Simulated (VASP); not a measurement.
**InAs (F-43m): a series in uniaxial stress along [111]**

Strain engineering needs slopes: what does uniaxial stress along [111] do to the lattice and the band edges of InAs?

Method: PBEsol; plane waves and PAW (In_d, As), in the first sound run; inputs show where later runs differ, in VASP 6.6.1.

## (1) The structure

The structure is cubic, space group F-43m (No. 216). The conventional cell has a = 6.058 Å, b = 6.058 Å, c = 6.058 Å, α = 90.00°, β = 90.00°, γ = 90.00°. Nearest to In lie 4 As at 2.62 Å. Nearest to As lie 4 In at 2.62 Å. Farther neighbours are not listed.

Structure file:

```
In As
1.0
     0.00000    3.02900    3.02900
     3.02900    0.00000    3.02900
     3.02900    3.02900    0.00000
In As
1 1
Direct
  0.00000 0.00000 0.00000
  0.25000 0.25000 0.25000
```

## (2) Relax the crystal, PBEsol

The series starts from the cell that this level prefers, so that zero strain is near zero stress.

This step took 2 runs in a row; the last is shown.

Level: PBEsol; plane waves and PAW (In_d, As).

INCAR

```
SYSTEM = InAs
PREC = Accurate
ENCUT = 450
EDIFF = 1E-07
NELM = 120
ISMEAR = 0
SIGMA = 0.02
LREAL = .FALSE.
ALGO = Normal
GGA = PS
NBANDS = 15
LASPH = .TRUE.
LORBIT = 11
LWAVE = .FALSE.
LCHARG = .FALSE.
KPAR = 8
IBRION = 2
NSW = 40
ISIF = 3
EDIFFG = -0.005
POTIM = 0.4
```

POSCAR

```
InAs
1.0
    0.0000000000      3.0456045427      3.0456045427
    3.0456045427      0.0000000000      3.0456045427
    3.0456045427      3.0456045427      0.0000000000
In As
1 1
Direct
    0.0000000000      0.0000000000      0.0000000000
    0.2500000000      0.2500000000      0.2500000000
```

KPOINTS

```
Automatic mesh
0
Gamma
9 9 9
0 0 0
```

The projector-augmented-wave data sets are In_d and As (PBE family, release 64).

The run is started by

```console
$ mpirun -np 8 vasp_std
```

Output:

```text
[banner, memory and clock lines left out]
running    8 mpi-ranks, on    1 nodes
[...]
|                                                                             |
|           W    W    AA    RRRRR   N    N  II  N    N   GGGG   !!!           |
|           W    W   A  A   R    R  NN   N  II  NN   N  G    G  !!!           |
|           W    W  A    A  R    R  N N  N  II  N N  N  G       !!!           |
|           W WW W  AAAAAA  RRRRR   N  N N  II  N  N N  G  GGG   !            |
|           WW  WW  A    A  R   R   N   NN  II  N   NN  G    G                |
|           W    W  A    A  R    R  N    N  II  N    N   GGGG   !!!           |
|                                                                             |
|     For optimal performance we recommend to set                             |
|       NCORE = 2 up to number-of-cores-per-socket                            |
|     NCORE specifies how many cores store one orbital (NPAR=cpu/NCORE).      |
|     This setting can greatly improve the performance of VASP for DFT.       |
[...]
|     You enforced a specific xc type in the INCAR file but a different       |
|     [... a line on the potential file left out ...]
|     I HOPE YOU KNOW WHAT YOU ARE DOING!                                     |
|                                                                             |

 LDA part: xc-table for (Slater+PW92), standard interpolation
 POSCAR, INCAR and KPOINTS ok, starting setup
[...]
entering main loop
       N       E                     dE             d eps       ncg     rms          rms(c)
DAV:   1     0.105999339075E+03    0.10600E+03   -0.77527E+03  1050   0.116E+03
DAV:   2    -0.172912698439E+01   -0.10773E+03   -0.10374E+03  1127   0.283E+02
DAV:   3    -0.860209019895E+01   -0.68730E+01   -0.68405E+01  1372   0.745E+01
DAV:   4    -0.877300027289E+01   -0.17091E+00   -0.17088E+00  1349   0.133E+01
[...]
DAV:  12    -0.848898196078E+01    0.26641E-08   -0.57608E-06  1183   0.252E-02    0.840E-03
DAV:  13    -0.848898207482E+01   -0.11404E-06   -0.11745E-06  1407   0.598E-03    0.393E-03
DAV:  14    -0.848898201900E+01    0.55823E-07   -0.64296E-08   967   0.256E-03
   1 F= -.84889820E+01 E0= -.84889609E+01  d E =-.848898E+01
[...]
reached required accuracy - stopping structural energy minimisation
```

Run time: 9.8 s. Hardware: 8 MPI ranks of Intel Xeon Platinum 8488C (Sapphire Rapids), shared host; peak memory 1.4 GiB; 73 s of CPU time.

The logs omit lines about the potential files and the build; timing stands in the text.

Parts of OUTCAR (step 2):

```text
  Total        0.0020639      0.0020639      0.0020639      0.0000000      0.0000000      0.0000000
  in kB        0.0585247      0.0585247      0.0585247      0.0000000      0.0000000      0.0000000
  external PRESSURE =       0.0585247 kB  Pullay stress =       0.0000000 kB

 POSITION                                       TOTAL-FORCE (eV/Angst)
 -----------------------------------------------------------------------------------
      0.00000      0.00000      0.00000         0.000000      0.000000     -0.000000
      1.52280      1.52280      1.52280        -0.000000     -0.000000      0.000000
 -----------------------------------------------------------------------------------
    total drift:                                0.000000      0.000000      0.000000

  FREE ENERGIE OF THE ION-ELECTRON SYSTEM (eV)
  ---------------------------------------------------
  free  energy   TOTEN  =        -8.4889820190 eV

  energy  without entropy=       -8.4889396974  energy(sigma->0) =       -8.48896086

 reached required accuracy - stopping structural energy minimisation

[... 3 further parts left out ...]
[key lines of the parts left out:]
E-fermi :   4.1613
```

This run gave:

* energy(sigma→0) of the program: -8.4890 eV
* stress, compression positive: 0.01 along [111], 0.01 across it (mean), GPa
* volume: 56.500 Å³
* ionic steps: 1

## (3) Strain across the axis, PBEsol

One member in full: the axis is strained by -1 %, and the two directions across it are strained alike until their mean stress is under 0.012 GPa or five steps are spent.

This step took 3 runs, each at a new trial strain with the atoms of the one before; the last is shown.

Level: PBEsol; plane waves and PAW (In_d, As); cell typed or built by script.

INCAR, as its differences from that of step 2:

```diff
@@ -15,7 +15,7 @@
 LCHARG = .FALSE.
-KPAR = 8
-IBRION = 2
-NSW = 40
-ISIF = 3
-EDIFFG = -0.005
-POTIM = 0.4
+KPAR = 2
+IBRION = 1
+NSW = 25
+ISIF = 2
+EDIFFG = -0.004
+POTIM = 0.3
```

POSCAR

```
InAs
1.0
   -0.0254875740      3.0278922840      3.0278922840
    3.0278922840     -0.0254875740      3.0278922840
    3.0278922840      3.0278922840     -0.0254875740
In As
1 1
Direct
    0.9992395916      0.9992395916      0.9992395916
    0.2507604084      0.2507604084      0.2507604084
```

KPOINTS is that of step 2.

The run is started by

```console
$ mpirun -np 2 vasp_std
```

Output:

```text
[banner, memory and clock lines left out]
running    2 mpi-ranks, on    1 nodes
[...]
[... a notice as in an earlier step ...]

 LDA part: xc-table for (Slater+PW92), standard interpolation
 POSCAR, INCAR and KPOINTS ok, starting setup
[...]
entering main loop
       N       E                     dE             d eps       ncg     rms          rms(c)
DAV:   1     0.107180291779E+03    0.10718E+03   -0.76251E+03  2557   0.115E+03
DAV:   2    -0.158011823924E+01   -0.10876E+03   -0.10503E+03  2753   0.286E+02
DAV:   3    -0.859437455828E+01   -0.70143E+01   -0.69801E+01  3264   0.757E+01
DAV:   4    -0.877358705903E+01   -0.17921E+00   -0.17917E+00  3278   0.136E+01
[...]
DAV:  12    -0.848749667851E+01    0.18854E-06   -0.57500E-06  3028   0.282E-02    0.733E-03
DAV:  13    -0.848749678792E+01   -0.10941E-06   -0.12403E-06  3362   0.607E-03    0.315E-03
DAV:  14    -0.848749672169E+01    0.66238E-07   -0.63643E-08  2325   0.257E-03
   1 F= -.84874967E+01 E0= -.84874965E+01  d E =-.848750E+01
 BRION: g(F)=  0.384E-08 g(S)=  0.000E+00
 reached required accuracy - stopping structural energy minimisation
```

It took 45 s on 2 MPI ranks; peak memory 0.39 GiB.

Parts of OUTCAR (step 3):

```text
  Total        0.0992224      0.0992224      0.0992224      0.0987550      0.0987550      0.0987550
  in kB        2.8276142      2.8276142      2.8276142      2.8142933      2.8142933      2.8142933
  external PRESSURE =       2.8276142 kB  Pullay stress =       0.0000000 kB

 POSITION                                       TOTAL-FORCE (eV/Angst)
 -----------------------------------------------------------------------------------
      6.02571      6.02571      6.02571         0.000149      0.000149      0.000149
      1.51216      1.51216      1.51216        -0.000149     -0.000149     -0.000149
 -----------------------------------------------------------------------------------
    total drift:                                0.000185      0.000185      0.000185

  FREE ENERGIE OF THE ION-ELECTRON SYSTEM (eV)
  ---------------------------------------------------
  free  energy   TOTEN  =        -8.4874967217 eV

  energy  without entropy=       -8.4874962398  energy(sigma->0) =       -8.48749648

[... 1 part as in an earlier step ...]

[... 3 further parts left out ...]
[key lines of the parts left out:]
E-fermi :   4.2202
```

This run gave:

| Quantity | Value |
| --- | --- |
| energy(sigma→0) of the program | -8.4875 eV |
| stress, compression positive | 0.85 along [111], 0.00 across it (mean), GPa |
| ionic steps | 1 |

## (4) Band edges, TB-mBJ with spin-orbit coupling

Short lines in KPOINTS_OPT sample the zone centre along and across the axis, for masses, and the other valleys.

Level: TB-mBJ, spin-orbit coupling; plane waves and PAW (In_d, As); cell typed or built by script.

TB-mBJ has no energy functional, so the total energy, stress and pressure in this output mean nothing.

INCAR

```
SYSTEM = InAs
PREC = Accurate
ENCUT = 450
EDIFF = 1E-06
NELM = 150
ISMEAR = 0
SIGMA = 0.02
LREAL = .FALSE.
ALGO = Normal
METAGGA = MBJ
LASPH = .TRUE.
LNONCOLLINEAR = .TRUE.
MAGMOM = 0 0 0 0 0 0
NBANDS = 28
GGA_COMPAT = .FALSE.
LSORBIT = .TRUE.
LWAVE = .FALSE.
LCHARG = .FALSE.
KPAR = 2
```

POSCAR is that of step 3.

KPOINTS

```
Automatic mesh
0
Gamma
7 7 7
0 0 0
```

KPOINTS_OPT

```
Line mode
6
Line-mode
Reciprocal
  0.00000000   0.00000000   0.00000000
  0.02770564   0.02770564   0.02770564

  0.00000000   0.00000000   0.00000000
 -0.01718130   0.01718130  -0.00000000

  0.31000000   0.31000000   0.00000000
  0.50000000   0.50000000   0.00000000

  0.00000000   0.31000000   0.31000000
  0.00000000   0.50000000   0.50000000

  0.45000000   0.45000000   0.45000000
  0.50000000   0.50000000   0.50000000

  0.45000000   0.00000000   0.00000000
  0.50000000   0.00000000   0.00000000

  0.42500000   0.42500000   0.00000000
  0.42479718   0.44909520   0.02409520

  0.50000000   0.50000000   0.50000000
  0.48281870   0.51718130   0.50000000
```

The run is started by

```console
$ mpirun -np 2 vasp_ncl
```

Output:

```text
[banner, memory and clock lines left out]
running    2 mpi-ranks, on    1 nodes
[...]
[... a notice as in an earlier step ...]

 LDA part: xc-table for (None), standard interpolation
 POSCAR, INCAR and KPOINTS ok, starting setup
[...]
entering main loop
       N       E                     dE             d eps       ncg     rms          rms(c)
DAV:   1     0.547768269013E+03    0.54777E+03   -0.73182E+03  4704   0.126E+03
DAV:   2     0.409459336158E+03   -0.13831E+03   -0.13302E+03  4776   0.331E+02
DAV:   3     0.395896724018E+03   -0.13563E+02   -0.13376E+02  5980   0.121E+02
DAV:   4     0.395365631836E+03   -0.53109E+00   -0.52996E+00  5784   0.246E+01
[...]
DAV:  33     0.397358915830E+03   -0.23581E-04   -0.59867E-10  2448   0.251E-04    0.800E-05
DAV:  34     0.397358910469E+03   -0.53610E-05   -0.48912E-10  2448   0.317E-04    0.796E-05
DAV:  35     0.397358909895E+03   -0.57446E-06   -0.20561E-10  2448   0.186E-04
   1 F= 0.39735891E+03 E0= 0.39735891E+03  d E =-.626753E-18  mag=    -0.0000     0.0000    -0.0000
 Start KPOINTS_OPT (optional k-point list driver)
k-point batch [1-48\48]
       N       E                     dE             ncg
DAV:   1     0.262717185616E+04   -0.14348E+05     2688
DAV:   2    -0.393598485146E+04   -0.65632E+04     2712
DAV:   3    -0.468973111977E+04   -0.75375E+03     3380
DAV:   4    -0.472217458177E+04   -0.32443E+02     3276
DAV:   5    -0.472474640556E+04   -0.25718E+01     5236
DAV:   6    -0.472476306317E+04   -0.16658E-01     3692
DAV:   7    -0.472476399358E+04   -0.93041E-03     4820
DAV:   8    -0.472476401776E+04   -0.24176E-04     4120
DAV:   9    -0.472476401857E+04   -0.81724E-06     2332
```

The job ended after 11 min (2 MPI ranks; peak memory 0.98 GiB; 22 min of CPU time).

OUTCAR, selected parts (step 4):

```text
  LATTYP: Found a trigonal (rhomboedric) cell.
 ALAT       =     4.2821621856
 COS(alpha) =     0.4915649888

 Subroutine GETGRP returns: Found  6 space group operations
 (whereof  6 operations were pure point group operations)

The static configuration has the point symmetry C_3v.

 Found     84 irreducible k-points:

   k-points           NKPTS =     84   k-points in BZ     NKDIM =     84   number of bands    NBANDS=     28

   dimension x,y,z NGX =    30 NGY =   30 NGZ =   30
   dimension x,y,z NGXF=    60 NGYF=   60 NGZF=   60

   ENCUT  =  450.0 eV  33.07 Ry    5.75 a.u.   7.41  7.41  7.41*2*pi/ulx,y,z

   NELECT =      18.0000    total number of electrons

 E-fermi :   4.5966

 k-point     1 :       0.0000    0.0000    0.0000
  band No.  band energies     occupation
    ...
     14       4.1325      1.00000
     15       4.4229      1.00000
     16       4.4229      1.00000
     17       4.4842      1.00000
     18       4.4842      1.00000
     19       4.9738      0.00000
     20       4.9738      0.00000
     21       8.3998      0.00000
     22       8.3998      0.00000
     23       8.7851      0.00000
    ...

 k-point     2 :       0.1429    0.0000    0.0000
  band No.  band energies     occupation
    ...
     14       2.5229      1.00000
     15       4.0327      1.00000
     16       4.0358      1.00000
     17       4.2546      1.00000
     18       4.2632      1.00000
     19       6.1098      0.00000
     20       6.1129      0.00000
     21       8.7587      0.00000
     22       8.7885      0.00000
     23       9.0248      0.00000
    ...

  Total      -63.2682108    -63.2682108    -63.2682108      0.1117950      0.1117950      0.1117950
  in kB    -1803.0001419  -1803.0001419  -1803.0001419      3.1859031      3.1859031      3.1859031
  external PRESSURE =   -1803.0001419 kB  Pullay stress =       0.0000000 kB

 POSITION                                       TOTAL-FORCE (eV/Angst)
 -----------------------------------------------------------------------------------
      6.02571      6.02571      6.02571         0.045391      0.045391      0.045391
      1.51216      1.51216      1.51216        -0.045391     -0.045391     -0.045391
 -----------------------------------------------------------------------------------
    total drift:                                0.046018      0.046018      0.046018

  FREE ENERGIE OF THE ION-ELECTRON SYSTEM (eV)
  ---------------------------------------------------
  free  energy   TOTEN  =       397.3589098945 eV

  energy  without entropy=      397.3589098945  energy(sigma->0) =      397.35890989

 Spin-Orbit-Coupling matrix elements
 Ion:    1  E_soc:     -0.0664506
 Ion:    2  E_soc:     -0.0234646

[... 1 part as in an earlier step ...]

[... 7 further parts left out ...]
```

## (5) The table

The other members went through these steps as far as the tables show, with the same cutoff and, step by step, the same mesh; 32 runs are not shown. The session took 3.8 core hours (wall time by ranks) on a shared machine.

```tsv
strain along the axis (%)	strain across the axis (%)	stress along the axis, tension positive (GPa)	energy above the unstrained row (meV/atom)
-2.000	0.503	-1.721	3.018
-1.500	0.378	-1.285	1.674
-1.000	0.255	-0.846	0.732
-0.500	0.138	-0.418	0.177
0	0.000	-0.006	0.000
0.500	-0.116	0.428	0.173
1.000	-0.230	0.868	0.732
1.500	-0.341	1.310	1.669
2.000	-0.452	1.741	2.996
```

Slopes at zero strain, from cubics through all rows: strain ratio -0.245, stress over strain 86 GPa.

Band edges at TB-mBJ with spin-orbit coupling, counted from the valence-band top at Γ, spin-orbit pairs averaged, with one row partly withheld:

```tsv
strain along the axis (%)	gap (eV)	conduction band at Γ (eV)	Δ or X valley along z (eV)	Δ or X valley along x (eV)	lowest conduction level at L, [111] (eV)	lowest conduction level at L, [-111] (eV)	second valence level below the top (eV)	third valence level below the top (eV)
-2.000	0.473	0.476	1.991	1.991	1.251	1.528	0.124	0.399
-1.500	0.482	0.484	2.029	2.029	1.316	1.524	0.092	0.374
-1.000	0.489	0.490	2.062	2.062	1.379	1.519	0.061	0.352
-0.500	0.494	0.494	2.091	2.091	?	1.513	0.030	0.331
0	0.498	0.498	2.113	2.113	1.506	1.506	0.000	0.314
0.500	0.469	0.469	2.101	2.101	1.536	1.469	0.027	0.329
1.000	0.439	0.439	2.084	2.084	1.565	1.431	0.051	0.347
1.500	0.408	0.408	2.064	2.064	1.594	1.395	0.073	0.367
2.000	0.376	0.376	2.039	2.039	1.622	1.357	0.093	0.392
```

Conduction masses, in electron masses:

```tsv
strain along the axis (%)	conduction mass at Γ, along the strain axis or the normal of the plane	conduction mass at Γ, across the strain axis or in the plane	L [111] mass, longitudinal	L [111] mass, transverse along [1-10]
-2.000	0.044	0.047	1.899	0.135
-1.500	0.044	0.046	1.933	0.136
-1.000	0.043	0.045	2.001	0.137
-0.500	0.043	0.044	2.034	0.137
0	0.043	0.043	2.115	0.138
0.500	0.042	0.042	2.153	0.138
1.000	0.042	0.041	2.180	0.139
1.500	0.041	0.039	2.317	0.140
2.000	0.041	0.038	2.392	0.140
```

## (6) A fit to the known rows

The quantity to fit is the splitting of the lowest conduction levels at the L points ([111] less [-111]) at TB-mBJ with spin-orbit coupling: -0.277, -0.208, -0.139, 0.000, 0.067, 0.134, 0.199, 0.265 eV in the rows shown.

Fitting a parabola to the 8 known rows (d: strain along the axis less the strain across it, in %) gives E = − 4.96e-4 d² + 0.1095 d − 3.73e-4 in eV; the residuals are 3.5e-4 eV r.m.s.

For the withheld row, d = -0.6378, the fit gives -0.0704 eV.

## (7) The withheld row

The calculation gives -0.0703 eV, so the prediction is 0.0001 eV too low.

The splitting is Ξu times 8/9 of d, with d as a fraction, so the linear term gives Ξu = 12.3 eV.

## (8) Summary of results

```yaml
poisson_ratio: 0.245
young_s_modulus_along_the_axis: 86 GPa
gap_of_the_unstrained_cell_tb_mbj_with_spin_orbit_coupling: 0.50 eV
shear_deformation_potential_u_of_the_lowest_conduction_levels_at_l: 12.3 eV
error_of_the_predicted_row: -0.1 meV
```

**Reading.** As a check, the curvature of the energy gives 83 GPa for the same modulus (energy per volume = E/2 × strain²), 3 % from the slope of the stress. At TB-mBJ with spin-orbit coupling the lowest conduction valley is Γ throughout, and the gap runs between 0.38 and 0.50 eV. The gap at PBEsol is under 0.05 eV in some or all rows and is left out; the elastic columns come from such cells and can be uneven. Hole masses are left out throughout, since the top bands are degenerate or cross in many series; of conduction masses, those of the Γ, L and (for Si and Ge under (001) strain) Δ valleys are kept where they change by under an eighth between rows. TB-mBJ is a potential fitted for gaps; it has no energy functional, so its total energies and forces mean nothing, and its bands tend to come out too narrow. Δ or X levels are the lowest on their line, refined by a parabola unless they lie at X; the gap is read from all points sampled and can differ from the lowest valley by some meV, or by tens of meV where strain moves the valence top off Γ. Temperature, zero-point motion and excitons are left out.

[Lines on the potential files, build, host, timing and source positions are cut from VASP's logs without a mark.]

[Logs are printed without paths, hosts, clocks, repeated set-up lines and the standing remarks that a program may print on its own settings, such as how far it seeks lower states.]

[Hosts, paths, dates, database ids (printed as entryN), source tags and the programs' standing remarks are cut or masked in the printed files.]

[In band tables of VASP the shares of atoms and orbitals are scaled to a sum of 1 inside the atoms' spheres.]
